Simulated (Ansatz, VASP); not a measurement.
**One calculation of TaN, two programs**

```
Ta N
1.0
     2.87802    0.00000    0.00000
    -1.43901    2.49244    0.00000
     0.00000    0.00000    2.82415
Ta N
1 1
Cartesian
  0.0000 0.0000 1.4121
  1.4390 0.8308 0.0000
```

Alike in both runs: task single point; functional r2SCAN; k mesh 10 × 10 × 9; occupations fermi-dirac, width 0.05 eV; no spin polarisation.

|  | VASP | Ansatz |
| --- | --- | --- |
| version | VASP 6.6.1 | Ansatz 0.2.0 |
| potentials or method | VASP PAW PBE potentials, release 64 (Ta_pv, N) | Ansatz PAW |
| plane-wave cutoff (eV) | 520 | 500 |
| valence electrons in the cell | 16 | 18 |

|  | VASP | Ansatz | Ansatz less VASP |
| --- | --- | --- | --- |
| gap on the k mesh at the Fermi level (eV) | none | none | - |
| pressure (GPa) | 27.3 | 25.2 | -2.10 |
| largest component of the traceless stress (GPa) | 2.59 | 2.39 | -0.202 |

A gap of «none» marks a metal or a gap that the smearing closes. The two sets of potentials don't hold the same shells in valence.

Caveats: so large a pressure means that the cell lies far from this level's equilibrium, or that cutoff or potentials fall short (VASP); the potentials were made for another functional, which shifts forces and pressure (VASP); the PAW data sets come from PBE, with cores solved anew for the run's functional, which leaves a small shift of forces and pressure (Ansatz). Spin-orbit coupling is left out, which matters for the levels of Ta.
